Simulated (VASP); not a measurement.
Here is a VASP 6.6.1 calculation.

Contents of INCAR:

```
PREC = Accurate
ENCUT = 520
EDIFF = 1E-6
ISMEAR = -1
SIGMA = 0.05
LREAL = F
LASPH = T
NELM = 100
ALGO = Normal
ISIF = 2
LWAVE = F
LCHARG = T
ISPIN = 2
MAGMOM = 1 0
LORBIT = 11
LMAXMIX = 4
GGA = PE
LVHAR = T
KPAR = 4
```

Contents of KPOINTS:

```
regular mesh
0
Gamma
  12 12 12
```

Contents of POSCAR:

```
TiN
1.0
    0.0000000000      2.1190000000      2.1190000000
    2.1190000000      0.0000000000      2.1190000000
    2.1190000000      2.1190000000      0.0000000000
Ti N
1 1
Direct
    0.0000000000      0.0000000000      0.0000000000
    0.5000000000      0.5000000000      0.5000000000
```

Potentials or basis: VASP PAW PBE potentials, release 64 (Ti_sv, N).

The run is started by

```sh
$ cat potpaw_PBE.64/Ti_sv/POTCAR potpaw_PBE.64/N/POTCAR > POTCAR
$ mpirun -np 4 vasp_std > vasp.out
```

(1) Estimate the pressure.

(2) Estimate the band gap on the k mesh.

(3) What does it give for the net moment?

Results:

(1) 2.2 GPa.

(2) none (metal or under the smearing width).

(3) 0.00 μB per cell.
